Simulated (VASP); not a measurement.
# Fe (Fmmm) in VASP: a series of runs

The runs below take Fe through single point, with PBEsol.

Everything below comes from runs of VASP 6.6.1. Logs are shortened: lines on timing, memory, paths and dates and some standing lists are left out, and cuts for length are marked.

### 1 The crystal as given

It takes space group Fmmm (No. 69, orthorhombic). The conventional cell has a = 2.997 Å, b = 3.883 Å, c = 3.930 Å, α = 90.00°, β = 90.00°, γ = 90.00°. Around Fe (site symmetry mmm) lie 12 Fe at 2.45 to 2.76 Å.

### 2 Single point, PBEsol, collinear spin, ferromagnetic start

INCAR reads:

```
SYSTEM = Fe
ADDGRID = .False.
ALGO = Normal
EDIFF = 1E-6
ENCUT = 350
GGA = PS
ISIF = 2
ISMEAR = -1
ISPIN = 2
LASPH = .True.
LCHARG = .False.
LMAXMIX = 4
LORBIT = 11
LREAL = .False.
LWAVE = .False.
MAGMOM = 3
NELM = 100
PREC = Accurate
SIGMA = 0.15
```

KPOINTS reads:

```
k-points
0
Gamma
  7 7 7
  0 0 0
```

POSCAR reads:

```
Fe
1.0
    0.0000000000      1.9417396906      1.9651051623
    1.4984397099      0.0000000000      1.9651051623
    1.4984397099      1.9417396906      0.0000000000
Fe
1
Direct
    0.0000000000      0.0000000000      0.0000000000
```

Potentials or basis: VASP PAW PBE potentials, release 64 (Fe).

Run with:

```console
cat potpaw_PBE.64/Fe/POTCAR > POTCAR
mpirun -np 1 vasp_std > vasp.out
```

OUTCAR:

```text
SYSTEM = Fe
   EDIFF = 1E-6
   ENCUT = 350
   GGA = PS
   ISIF = 2
   ISMEAR = -1
   ISPIN = 2
   LASPH = .True.
   LORBIT = 11
   LREAL = .False.
   NELM = 100
   PREC = Accurate

 Found     64 irreducible k-points:

 Following reciprocal coordinates:
            Coordinates               Weight
  0.000000  0.000000  0.000000      1.000000
  0.142857  0.000000 -0.000000      8.000000
  0.285714  0.000000  0.000000      8.000000
  0.428571  0.000000 -0.000000      8.000000
  0.142857  0.142857  0.000000      2.000000
  0.285714  0.142857  0.000000      8.000000
   k-points           NKPTS =     64   k-points in BZ     NKDIM =     64   number of bands    NBANDS=     10
   number of dos      NEDOS =    301   number of ions     NIONS =      1
   total plane-waves  NPLWV =   4608
   dimension x,y,z NGX =    18 NGY =   16 NGZ =   16
   dimension x,y,z NGXF=    36 NGYF=   32 NGZF=   32
   ions per type =               1
   NGX,Y,Z   is equivalent  to a cutoff of  10.83, 10.76, 10.84 a.u.
   NGXF,Y,Z  is equivalent  to a cutoff of  21.66, 21.53, 21.69 a.u.
 SYSTEM =  Fe
   PREC   = accura    normal or accurate (medium, high low for compatibility)
   ISTART =      0    job   : 0-new  1-cont  2-samecut
   ICHARG =      2    charge: 1-file 2-atom 10-const
   ISPIN  =      2    spin polarized calculation?
   LNONCOLLINEAR =      F non collinear calculations
   LSORBIT =      F    spin-orbit coupling
   LASPH  =      T    aspherical Exc in radial PAW
   ENCUT  =  350.0 eV  25.72 Ry    5.07 a.u.   4.21  3.77  3.74*2*pi/ulx,y,z
   NELM   =    100;   NELMIN=  2; NELMDL= -5     # of ELM steps
   EDIFF  = 0.1E-05   stopping-criterion for ELM
   LREAL  =      F    real-space projection
   EDIFFG = 0.1E-04   stopping-criterion for IOM
   NSW    =      0    number of steps for IOM
   IBRION =     -1    ionic relax: 0-MD 1-quasi-New 2-CG
   NFREE  =      0    steps in history (QN), initial steepest desc. (CG)
   ISIF   =      2    stress and relaxation
   ISYM   =      2    0-nonsym 1-usesym 2-fastsym
   POTIM  = 0.5000    time-step for ionic-motion
   TEBEG  =    0.0;   TEEND  =   0.0 temperature during run
   PSTRESS=    0.0 pullay stress
   NELECT =       8.0000    total number of electrons
   NUPDOWN=      -1.0000    fix difference up-down
   EMIN   =  10.00;   EMAX   =-10.00  energy-range for DOS
   EFERMI =   0.00;   METHOD = LEGACY
   ISMEAR =    -1;   SIGMA  =   0.15  broadening in eV -4-tet -1-fermi 0-gaus
   EFERMI_NEDOS =   21; number of points for ismear=-14 and -15
   IALGO  =     38    algorithm
   IMIX   =      4    mixing-type and parameters
     AMIX     =   0.40;   BMIX     =  1.00
     AMIX_MAG =   1.60;   BMIX_MAG =  1.00
  volume/ion in A,a.u.               =      11.44        77.17
  Fermi-wavevector in a.u.,A,eV,Ry     =   1.453303  2.746344 28.736719  2.112089
  Thomas-Fermi vector in A             =   2.570585
   LORBIT       =     11    0 simple, 1 ext, 2 COOP (PROOUT), +10 PAW based schemes
   GGA     = PS    functional components
   LHFCALC =     F    Hartree Fock is set to
   AEXX    =    0.0000 exact exchange contribution
   IVDW    =     0    specifies the selected vdW correction
   LEPSILON=     F    determine dielectric tensor
   LRPA    =     F    only Hartree local field effects (RPA)
 spin polarized calculation
  energy-cutoff  :      350.00
  volume of cell :       11.44
 maximum number of plane-waves:       180
 NGX is ok and might be reduce to    18
   NGX =  9   NGY =  7   NGZ =  7

 number of electron       7.9999995 magnetization       2.2229051

 Free energy of the ion-electron system (eV)
  ---------------------------------------------------
  ext. energy  EPLUGINS =         0.00000000
  ---------------------------------------------------
  free energy    TOTEN  =        -8.92483178 eV

  energy without entropy =       -8.85389122  energy(sigma->0) =       -8.88936150

 E-fermi :   5.6820     XC(G=0): -13.2423

 val. band max:        5.6531000329   @ k =   0.0000   0.0000   0.0000
 cond. band min:       5.6894376111   @ k =  -0.2857   0.4286   0.2857
 fundamental gap:      0.0363375782
 Fermi energy:         5.6819990411

 spin component 1

 k-point     1 :       0.0000    0.0000    0.0000
  band No.  band energies     occupation
      1      -2.8934      1.00000
      2       3.1462      1.00000
      3       3.2403      1.00000
      4       3.5808      1.00000
      5       4.3108      0.99989
      6       4.7050      0.99852
      7      29.3745      0.00000
      8      30.8497      0.00000
      9      31.1119      0.00000
     10      35.0618      0.00000

 k-point     2 :       0.1429    0.0000   -0.0000
  band No.  band energies     occupation
      1      -2.0940      1.00000
      2       3.1321      1.00000
      3       3.1920      1.00000
      4       3.8373      1.00000
      5       4.2161      0.99994
      6       4.6368      0.99906
      7      25.8063      0.00000
      8      29.1062      0.00000
      9      30.4130      0.00000
     10      33.5202      0.00000

 k-point     3 :       0.2857    0.0000    0.0000
  band No.  band energies     occupation
      1      -0.1963      1.00000
      2       2.7788      1.00000
      3       3.1790      1.00000
      4       4.2457      0.99993
      5       4.6536      0.99895
      6       4.8294      0.99661
      7      19.2100      0.00000
      8      26.4387      0.00000
      9      29.0838      0.00000
     10      30.2932      0.00000

 k-point     4 :       0.4286    0.0000   -0.0000
  band No.  band energies     occupation
      1       0.6681      1.00000
      2       2.4621      1.00000
      3       4.2294      0.99994
      4       4.7957      0.99729
      5       5.1530      0.97143
      6       5.7668      0.36235
      7      13.6990      0.00000
      8      24.6702      0.00000
      9      26.8814      0.00000
     10      29.6019      0.00000

 k-point     5 :       0.1429    0.1429    0.0000
  band No.  band energies     occupation
      1      -2.0404      1.00000
      2       2.8880      1.00000
      3       3.4485      1.00000
      4       3.6844      1.00000
      5       4.4083      0.99979
      6       4.5966      0.99928
      7      26.9518      0.00000
      8      28.7268      0.00000
      9      28.8961      0.00000
     10      31.4958      0.00000

 k-point     6 :       0.2857    0.1429    0.0000
  band No.  band energies     occupation
      1      -0.5908      1.00000
      2       2.7050      1.00000
      3       2.9929      1.00000
      4       4.2559      0.99993
      5       4.6521      0.99896
      6       4.7648      0.99779
      7      22.5357      0.00000
      8      24.3419      0.00000
      9      28.1299      0.00000
     10      30.5613      0.00000

 [... further k-points ...]

 spin component 2

 k-point     1 :       0.0000    0.0000    0.0000
  band No.  band energies     occupation
      1      -2.6137      1.00000
      2       5.0283      0.98736
      3       5.1658      0.96898
      4       5.6531      0.54802
      5       6.8622      0.00038
      6       7.4521      0.00001
      7      29.2793      0.00000
      8      30.8102      0.00000
      9      31.1008      0.00000
     10      35.5132      0.00000

 k-point     2 :       0.1429    0.0000   -0.0000
  band No.  band energies     occupation
      1      -1.8064      1.00000
      2       5.0032      0.98928
      3       5.1107      0.97831
      4       5.8972      0.19233
      5       6.7234      0.00096
      6       7.3637      0.00001
      7      26.2547      0.00000
      8      29.1823      0.00000
      9      30.6402      0.00000
     10      34.1166      0.00000

 k-point     3 :       0.2857    0.0000    0.0000
  band No.  band energies     occupation
      1       0.2564      1.00000
      2       4.6480      0.99899
      3       4.7925      0.99735
      4       6.6852      0.00124
      5       6.9659      0.00019
      6       7.3455      0.00002
      7      20.0514      0.00000
      8      26.6057      0.00000
      9      29.7567      0.00000
     10      30.8518      0.00000

 k-point     4 :       0.4286    0.0000   -0.0000
  band No.  band energies     occupation
      1       1.8446      1.00000
      2       4.2832      0.99991
      3       5.6031      0.62862
      4       6.7577      0.00077
      5       7.4805      0.00001
      6       8.0202      0.00000
      7      14.9598      0.00000
      8      24.8053      0.00000
      9      27.5258      0.00000
     10      30.2165      0.00000

 k-point     5 :       0.1429    0.1429    0.0000
  band No.  band energies     occupation
      1      -1.7519      1.00000
      2       4.7203      0.99836
      3       5.4790      0.79468
      4       5.6492      0.55452
      5       6.9735      0.00018
      6       7.2839      0.00002
      7      27.2876      0.00000
      8      29.0159      0.00000
      9      29.0583      0.00000
     10      32.3512      0.00000

 k-point     6 :       0.2857    0.1429    0.0000
  band No.  band energies     occupation
      1      -0.2417      1.00000
      2       4.4677      0.99970
      3       4.9157      0.99399
      4       6.6054      0.00212
      5       6.8512      0.00041
      6       7.4328      0.00001
      7      23.1766      0.00000
      8      24.9047      0.00000
      9      28.8366      0.00000
     10      30.8090      0.00000

 [... further k-points ...]

------------------------ aborting loop because EDIFF is reached ----------------------------------------

  FORCE on cell =-STRESS in cart. coord.  units (eV):
  Direction    XX          YY          ZZ          XY          YZ          ZX
  --------------------------------------------------------------------------------------
  -------------------------------------------------------------------------------------
  Total       -1.1030203     -0.4426181     -0.5577338      0.0000000      0.0000000      0.0000000
  in kB     -154.5425285    -62.0145585    -78.1432572      0.0000000      0.0000000      0.0000000
  external PRESSURE =     -98.2334481 kB  Pullay stress =       0.0000000 kB

 VOLUME and BASIS-vectors are now :
 -----------------------------------------------------------------------------
  energy-cutoff  :      350.00
  volume of cell :       11.44
      direct lattice vectors                 reciprocal lattice vectors
     0.000000000  1.941739691  1.965105162    -0.333680426  0.257501045  0.254439309
     1.498439710  0.000000000  1.965105162     0.333680426 -0.257501045  0.254439309
     1.498439710  1.941739691  0.000000000     0.333680426  0.257501045 -0.254439309

 POSITION                                       TOTAL-FORCE (eV/Angst)
 -----------------------------------------------------------------------------------
      0.00000      0.00000      0.00000        -0.000000     -0.000000      0.000000
 -----------------------------------------------------------------------------------
    total drift:                                0.000000      0.000000     -0.000000

  FREE ENERGIE OF THE ION-ELECTRON SYSTEM (eV)
  ---------------------------------------------------
  free  energy   TOTEN  =        -8.9248317828 eV

  energy  without entropy=       -8.8538912155  energy(sigma->0) =       -8.88936150

 total charge

# of ion       s       p       d       tot
------------------------------------------
    1        0.488   0.541   6.224   7.254

 magnetization (x)

# of ion       s       p       d       tot
------------------------------------------
    1       -0.012  -0.043   2.264   2.208
```

It took 12 s on 1 thread of Intel Xeon Platinum 8259CL at 2.50GHz (Skylake/Cascade Lake), shared host; peak memory 0.12 GiB.

These settings aren't checked as converged: the numbers below hold their error.

Results:

```yaml
Free_energy: -8.9248 eV
Pressure: -9.8 GPa
Band_gap_on_the_k_mesh: none (metal or under the smearing width)
Net_moment: 2.22 μB per cell
Site_moments: Fe +2.21 μB
Valence_electrons_inside_the_program's_atomic_spheres: Fe 7.25
```

Caveat: the k mesh is coarse (spacing up to 0.44 Å⁻¹), so the values aren't converged; the PAW data sets were made with another functional, which shifts forces and pressure a little.

### 3 Single point, PBEsol, collinear spin, ferromagnetic start

Changes to INCAR since step 2:

```diff
@@ -4,3 +4,3 @@
 EDIFF = 1E-6
-ENCUT = 350
+ENCUT = 400
 GGA = PS
```

KPOINTS is that of step 2.

POSCAR is that of step 2.

Potentials or basis: VASP PAW PBE potentials, release 64 (Fe).

Run with:

```console
cat potpaw_PBE.64/Fe/POTCAR > POTCAR
mpirun -np 1 vasp_std > vasp.out
```

OUTCAR:

```text
SYSTEM = Fe
   EDIFF = 1E-6
   ENCUT = 400
   GGA = PS
   ISIF = 2
   ISMEAR = -1
   ISPIN = 2
   LASPH = .True.
   LORBIT = 11
   LREAL = .False.
   NELM = 100
   PREC = Accurate

 Found     64 irreducible k-points:

 Following reciprocal coordinates:
            Coordinates               Weight
  0.000000  0.000000  0.000000      1.000000
  0.142857  0.000000 -0.000000      8.000000
  0.285714  0.000000  0.000000      8.000000
  0.428571  0.000000 -0.000000      8.000000
[... 245 lines left out ...]
  -------------------------------------------------------------------------------------
  Total       -1.1087090     -0.4497368     -0.5642500     -0.0000000      0.0000000      0.0000000
  in kB     -155.3395639    -63.0119521    -79.0562189     -0.0000000      0.0000000      0.0000000
  external PRESSURE =     -99.1359116 kB  Pullay stress =       0.0000000 kB

 VOLUME and BASIS-vectors are now :
 -----------------------------------------------------------------------------
  energy-cutoff  :      400.00
  volume of cell :       11.44
      direct lattice vectors                 reciprocal lattice vectors
     0.000000000  1.941739691  1.965105162    -0.333680426  0.257501045  0.254439309
     1.498439710  0.000000000  1.965105162     0.333680426 -0.257501045  0.254439309
     1.498439710  1.941739691  0.000000000     0.333680426  0.257501045 -0.254439309

 POSITION                                       TOTAL-FORCE (eV/Angst)
 -----------------------------------------------------------------------------------
      0.00000      0.00000      0.00000        -0.000000     -0.000000      0.000000
 -----------------------------------------------------------------------------------
    total drift:                                0.000000      0.000000     -0.000000

  FREE ENERGIE OF THE ION-ELECTRON SYSTEM (eV)
  ---------------------------------------------------
  free  energy   TOTEN  =        -8.9200382993 eV

  energy  without entropy=       -8.8490704683  energy(sigma->0) =       -8.88455438

 total charge

# of ion       s       p       d       tot
------------------------------------------
    1        0.488   0.541   6.229   7.258

 magnetization (x)

# of ion       s       p       d       tot
------------------------------------------
    1       -0.012  -0.043   2.265   2.209
```

stdout:

```text
POSCAR found type information on POSCAR Fe
 POSCAR found :  1 types and       1 ions
 scaLAPACK will be used
 -----------------------------------------------------------------------------
|                                                                             |
|                                                                             |
|     You enforced a specific xc type in the INCAR file but a different       |
|     I HOPE YOU KNOW WHAT YOU ARE DOING!                                     |
|                                                                             |
 -----------------------------------------------------------------------------

 LDA part: xc-table for (Slater+PW92), standard interpolation
 POSCAR, INCAR and KPOINTS ok, starting setup
 FFT: planning ... GRIDC
 FFT: planning ... GRID_SOFT
 FFT: planning ... GRID
 WAVECAR not read
 entering main loop
```

Wall time 14 s (1 thread of Intel Xeon Platinum 8259CL at 2.50GHz (Skylake/Cascade Lake), shared host); peak memory 0.12 GiB.

These settings aren't checked as converged: the numbers below hold their error.

Results:

* Free energy: -8.9200 eV
* Pressure: -9.9 GPa
* Band gap on the k mesh: none (metal or under the smearing width)
* Net moment: 2.22 μB per cell
* Site moments: Fe +2.21 μB
* Valence electrons inside the program's atomic spheres: Fe 7.26

Caveat: the k mesh is coarse (spacing up to 0.44 Å⁻¹), so the values aren't converged; the PAW data sets were made with another functional, which shifts forces and pressure a little.

### 4 Single point, PBEsol, collinear spin, ferromagnetic start

Changes to INCAR since step 3:

```diff
@@ -4,3 +4,3 @@
 EDIFF = 1E-6
-ENCUT = 400
+ENCUT = 450
 GGA = PS
```

KPOINTS is that of step 3.

POSCAR is that of step 3.

Run with:

```console
cat potpaw_PBE.64/Fe/POTCAR > POTCAR
mpirun -np 1 vasp_std > vasp.out
```

Wall time 14 s (1 thread of Intel Xeon Platinum 8259CL at 2.50GHz (Skylake/Cascade Lake), shared host); peak memory 0.13 GiB.

The run converged, but some of its settings lie outside the range that counts as converged, so its numbers aren't taken as properties of the crystal.

What came out:

| Property | Result |
| --- | --- |
| Free energy | -8.9192 eV |
| Pressure | -9.5 GPa |
| Band gap on the k mesh | none (metal or under the smearing width) |
| Net moment | 2.22 μB per cell |
| Site moments | Fe +2.21 μB |
| Valence electrons inside the program's atomic spheres | Fe 7.26 |

Caveat: the k mesh is coarse (spacing up to 0.44 Å⁻¹), so the values aren't converged; the PAW data sets were made with another functional, which shifts forces and pressure a little.

### 5 Single point, PBEsol, collinear spin, ferromagnetic start

Changes to INCAR since step 4:

```diff
@@ -4,3 +4,3 @@
 EDIFF = 1E-6
-ENCUT = 450
+ENCUT = 300
 GGA = PS
```

KPOINTS reads:

```
k-points
0
Gamma
  9 9 9
  0 0 0
```

POSCAR is that of step 4.

Run with:

```console
cat potpaw_PBE.64/Fe/POTCAR > POTCAR
mpirun -np 1 vasp_std > vasp.out
```

Run time: 16 s. Hardware: 1 thread of Intel Xeon Platinum 8259CL at 2.50GHz (Skylake/Cascade Lake), shared host; peak memory 0.12 GiB.

The run converged, but some of its settings lie outside the range that counts as converged, so its numbers aren't taken as properties of the crystal.

What came out:

* Free energy: -8.9284 eV
* Band gap on the k mesh: none (metal or under the smearing width)
* Net moment: 2.19 μB per cell
* Site moments: Fe +2.18 μB
* Valence electrons inside the program's atomic spheres: Fe 7.25

Caveat: the cutoff is under 1.25 times the usual one of these potentials, so pressure, stress and relaxed cells hold a basis-set (Pulay) error; the PAW data sets were made with another functional, which shifts forces and pressure a little.

### 6 Single point, PBEsol, collinear spin, ferromagnetic start

Changes to INCAR since step 5:

```diff
@@ -4,3 +4,3 @@
 EDIFF = 1E-6
-ENCUT = 300
+ENCUT = 550
 GGA = PS
```

KPOINTS reads:

```
k-points
0
Gamma
  7 7 7
  0 0 0
```

POSCAR is that of step 5.

Potentials or basis: VASP PAW PBE potentials, release 64 (Fe).

Run with:

```console
cat potpaw_PBE.64/Fe/POTCAR > POTCAR
mpirun -np 1 vasp_std > vasp.out
```

It took 15 s on 1 thread of Intel Xeon Platinum 8259CL at 2.50GHz (Skylake/Cascade Lake), shared host; peak memory 0.14 GiB.

The run converged, but some of its settings lie outside the range that counts as converged, so its numbers aren't taken as properties of the crystal.

What came out:

| Item | Value |
| --- | --- |
| Free energy | -8.9193 eV |
| Pressure | -9.4 GPa |
| Band gap on the k mesh | none (metal or under the smearing width) |
| Net moment | 2.22 μB per cell |
| Site moments | Fe +2.21 μB |
| Valence electrons inside the program's atomic spheres | Fe 7.26 |

Caveat: the k mesh is coarse (spacing up to 0.44 Å⁻¹), so the values aren't converged; the PAW data sets were made with another functional, which shifts forces and pressure a little.

### 7 The reference run

An earlier run on the cell as given: functional PBE; potentials or basis VASP PAW PBE potentials, release 64 (Fe); cutoff 520 eV; k mesh 13 × 13 × 13; occupations fermi-dirac, width 0.05 eV; collinear spin, ferromagnetic start; starting moments [3.0] μB.

- Pressure: -1.0 GPa
- Band gap on the k mesh: none (metal or under the smearing width)
- Net moment: 2.20 μB per cell
- Site moments: Fe +2.19 μB
- Valence electrons inside the program's atomic spheres: Fe 7.26
